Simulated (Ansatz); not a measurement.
# Ta: the cost of one run

Program: Ansatz 0.2.0. Level of theory: DFT PBE, scalar-relativistic, plane waves, PAW. These are calculated values, not measurements.

5 further runs of the same task are left out: 3 that didn't finish, 2 set aside as unsound or not needed. Runs told in other sessions of the task aren't counted.

### Step 1. The structure to begin with

Symmetry: Im-3m, No. 229, cubic system. The conventional cell has a = 3.319 Å, b = 3.319 Å, c = 3.319 Å, α = 90.00°, β = 90.00°, γ = 90.00°. Ta (site symmetry m-3m) has 8 Ta at 2.87 Å in its first shell of neighbours.

Structure file:

```xyz
1
Lattice="-1.6594 1.6594 1.6594 1.6594 -1.6594 1.6594 1.6594 1.6594 -1.6594" Properties=species:S:1:pos:R:3 pbc="T T T"
Ta    0.0000    0.0000    0.0000
```

It is the result of an earlier relaxation at this level (volume 18.28 Å³/atom; gap on the mesh: none (metal)).

### Step 2. The reference: the undisturbed cell on the scan's mesh

Input file input.yaml:

```yaml
crystal:
  lattice:
    - [-1.6593948201, 1.6593948201, 1.6593948201]
    - [1.6593948201, -1.6593948201, 1.6593948201]
    - [1.6593948201, 1.6593948201, -1.6593948201]
  atoms:
    - { symbol: Ta, position: [0.0, 0.0, 0.0] }
basis:
  ecutwfc: 420
kpoints:
  mp_grid: { grid: [26, 26, 26] }
hamiltonian:
  xc: pbe
scf:
  occupations: { method: gaussian, width: 0.15 }
output:
  forces: true
  stress: true
  eigenvalues: true
```

Command:

```
$ ansatz run input.yaml --threads 2 --pin off --max-ram 5120MiB --backend cpu --events-out ev --progress --plain --runs-dir out
```

Q: Estimate wall time and peak memory on 2 threads of Intel Xeon at 2.50GHz (Skylake/Cascade Lake), shared host.

About 5 s, with a peak of 0.4 GiB.
